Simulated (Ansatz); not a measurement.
**Every step of a relaxation of Ga (beta tin type)**

DFT, PBE, PAW with Ansatz's default frozen-core files, scalar-relativistic (Ansatz 0.2.0); a Γ-centred 20×20×20 k mesh, Fermi–Dirac smearing of 0.05 eV, no spin polarisation. The run relaxes cell and atoms at a target pressure of 330 GPa.

Command: `ansatz run input.yaml --threads 2 --pin off --max-ram 5120MiB --backend cpu --events-out ev --progress --plain --runs-dir out` It took 21 s on 2 threads of Intel(R) Xeon(R) 6975P-C (Granite Rapids), with other jobs on the host, peak memory 0.55 GiB.

PAW: frozen-core files, cutoff 420 eV; forces are relaxed below 0.005 eV/Å.

Each step lists its enthalpy F + pV a cell above the last geometry, the pressure, the cell vectors (Å), and Cartesian positions (Å) with forces (eV/Å).

The first step:

```
step 1  dH = 127.58 meV  P = 361.1 GPa
  cell -1.9472 1.9472 1.0710  1.9472 -1.9472 1.0710  1.9472 1.9472 -1.0710
  Ga 0.0000 -0.9736 -0.2677   0.0000 0.0000 0.0000
  Ga 0.0000 0.9736 0.2677   0.0000 0.0000 0.0000
```

Q: Where does the relaxation end, and by which steps?

A: After 5 geometries, with conventional a, b, c = 3.993, 3.993, 2.089 Å, at 8.327 Å³/atom (+2.54 % against the start) in space group I4_1/amd, with a shortest distance of 2.064 Å. The further steps:
```
step 2  dH = 36.82 meV  P = 304.6 GPa
  cell -2.0037 2.0037 1.0610  2.0037 -2.0037 1.0610  2.0037 2.0037 -1.0610
  Ga 0.0000 -1.0019 -0.2653   0.0000 0.0000 0.0000
  Ga 0.0000 1.0019 0.2653   0.0000 0.0000 0.0000
step 3  dH = 5.62 meV  P = 323.6 GPa
  cell -1.9934 1.9934 1.0537  1.9934 -1.9934 1.0537  1.9934 1.9934 -1.0537
  Ga 0.0000 -0.9967 -0.2634   0.0000 0.0000 0.0000
  Ga 0.0000 0.9967 0.2634   0.0000 0.0000 0.0000
step 4  dH = 0.04 meV  P = 330.2 GPa
  cell -1.9955 1.9955 1.0454  1.9955 -1.9955 1.0454  1.9955 1.9955 -1.0454
  Ga 0.0000 -0.9978 -0.2613   0.0000 0.0000 0.0000
  Ga 0.0000 0.9978 0.2613   0.0000 0.0000 0.0000
step 5  dH = 0.00 meV  P = 330.0 GPa
  cell -1.9965 1.9965 1.0446  1.9965 -1.9965 1.0446  1.9965 1.9965 -1.0446
  Ga 0.0000 -0.9982 -0.2612   0.0000 0.0000 0.0000
  Ga 0.0000 0.9982 0.2612   0.0000 0.0000 0.0000
step 6  dH = -1.26 meV  P = 330.0 GPa  (same geometry on a basis chosen anew; earlier energies don't compare to the last digit)
  cell -1.9965 1.9965 1.0446  1.9965 -1.9965 1.0446  1.9965 1.9965 -1.0446
  Ga 0.0000 -0.9982 -0.2612   0.0000 0.0000 0.0000
  Ga 0.0000 0.9982 0.2612   0.0000 0.0000 0.0000
```
